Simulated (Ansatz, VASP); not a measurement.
**CaH4 in VASP and in Ansatz**

INCAR

```
SYSTEM = CaH4
PREC = Accurate
ENCUT = 900
EDIFF = 1E-6
ISMEAR = -1
SIGMA = 0.05
LREAL = .False.
LASPH = .True.
NELM = 60
ALGO = Normal
ISIF = 3
LWAVE = .False.
LCHARG = .False.
GGA = PE
IBRION = 2
NSW = 40
EDIFFG = -0.02
```

Contents of KPOINTS:

```
regular mesh
0
Gamma
  5 5 5
  0 0 0
```

The input POSCAR:

```
CaH4
1.0
    4.1679800000      0.0000000000      0.0000000000
    0.0000000000      4.1679800000      0.0000000000
    0.0000000000      0.0000000000      4.1679800000
Ca H
1 4
Direct
    0.0000000000      0.0000000000      0.0000000000
    0.5000000000      0.0000000000      0.0000000000
    0.0000000000      0.5000000000      0.0000000000
    0.0000000000      0.0000000000      0.5000000000
    0.5000000000      0.5000000000      0.5000000000
```

The input input.yaml:

```yaml
crystal:
  lattice:
    - [4.16798, 0.0, 0.0]
    - [0.0, 4.16798, 0.0]
    - [0.0, 0.0, 4.16798]
  atoms:
    - { symbol: Ca, position: [0.0, 0.0, 0.0] }
    - { symbol: H, position: [0.5, 0.0, 0.0] }
    - { symbol: H, position: [0.0, 0.5, 0.0] }
    - { symbol: H, position: [0.0, 0.0, 0.5] }
    - { symbol: H, position: [0.5, 0.5, 0.5] }
hamiltonian:
  xc: pbe
  pseudopotentials: { kind: paw }
kpoints:
  mp_grid: { grid: [5, 5, 5] }
scf:
  occupations: { method: fermi_dirac, width: 0.05 }
output:
  forces: true
  stress: true
  eigenvalues: true
relax:
  f_tol: 0.01
  max_steps: 40
  cell: { stress_tol: 0.05, p_target: 2.0 }
```

The cell was built by a generator and needn't be a form met in nature.

Alike in both runs: task relaxation of cell and atoms; functional PBE; k mesh 5 × 5 × 5; occupations fermi-dirac, width 0.05 eV; no spin polarisation.

|  | VASP | Ansatz |
| --- | --- | --- |
| version | VASP 6.6.1 | Ansatz 0.2.0 |
| potentials or method | VASP PAW PBE potentials, release 64 (Ca_sv, H_s) | Ansatz PAW |
| plane-wave cutoff (eV) | 900 | 420 |
| valence electrons in the cell | 14 | 14 |

```tsv
	VASP	Ansatz	Ansatz less VASP
gap on the k mesh at the Fermi level, each at its own relaxed structure (eV)	none	none	-
relaxed volume (Å³/atom)	14.53	13.45	-1.075
relaxed cell length with the largest relative difference (Å)	4.172	4.067	-0.1056
energy change over the relaxation (meV/atom)	0	6	+6.5
```

A gap of «none» marks a metal or a gap that the smearing closes. One of these differences is far larger than is usual between the two programs; its cause wasn't traced.

Caveats: the plane-wave basis is chosen anew once the cell has moved, so the energies of steps on either side of that aren't comparable (Ansatz).
